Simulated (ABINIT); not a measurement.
PbSe (Clausthalite):

```
Pb Se
1.0
     0.00000    3.06065    3.06065
     3.06065    0.00000    3.06065
     3.06065    3.06065    0.00000
Pb Se
1 1
Direct
  0.00000 0.00000 0.00000
  0.50000 0.50000 0.50000
```

Base run:

| Item | Value |
| --- | --- |
| Program | ABINIT 10.8.3 (patched build) |
| Functional | PBE0 |
| Potentials or basis | SG15 NC PBE v1.2 |
| Cutoff | 490 eV |
| k mesh | 6 × 6 × 6 |
| Occupations | fermi-dirac, width 0.05 eV |
| Spin | no spin polarisation |

Its results: band gap on the k mesh 1.48 eV, direct.

Problem. The run is repeated on the same cell with these changes: share of exact exchange from 0.5 to 0.25. What comes out?

Solution. Band gap on the k mesh 0.81 eV, direct.

Caveats: exact exchange is summed on a coarse mesh, which widens gaps by tenths of an eV; spin-orbit coupling is left out, which as a rule narrows the gap of such compounds by several tenths of an eV.

A k mesh can miss the band edges.
